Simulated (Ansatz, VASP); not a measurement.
## Two plane-wave programs on Mg

```
Mg
1.0
    -1.77276    1.77276    1.77276
     1.77276   -1.77276    1.77276
     1.77276    1.77276   -1.77276
Mg
1
Direct
  0.00000 0.00000 0.00000
```

This isn't the form of Mg at room conditions, which is hcp.

Alike in both runs: task relaxation of cell and atoms; functional PBE; k mesh 16 × 16 × 16; occupations gaussian, width 0.1 eV; no spin polarisation.

|  | VASP | Ansatz |
| --- | --- | --- |
| version | VASP 6.6.1 | Ansatz 0.2.0 |
| potentials or method | VASP PAW PBE potentials, release 64 (Mg) | scalar-relativistic, plane waves, PAW |
| plane-wave cutoff (eV) | 600 | 420 |
| valence electrons in the cell | 2 | 10 |

|  | VASP | Ansatz | Ansatz less VASP |
| --- | --- | --- | --- |
| gap on the k mesh at the Fermi level, each at its own relaxed structure (eV) | none | none | - |
| relaxed volume (Å³/atom) | 22.87 | 22.94 | +0.069 |
| relaxed cell length with the largest relative difference (Å) | 3.097 | 3.100 | +0.0031 |
| energy change over the relaxation (meV/atom) | -2 | -2 | -0.5 |

A gap of «none» marks a metal or a gap that the smearing closes. The two sets of potentials don't hold the same shells in valence.
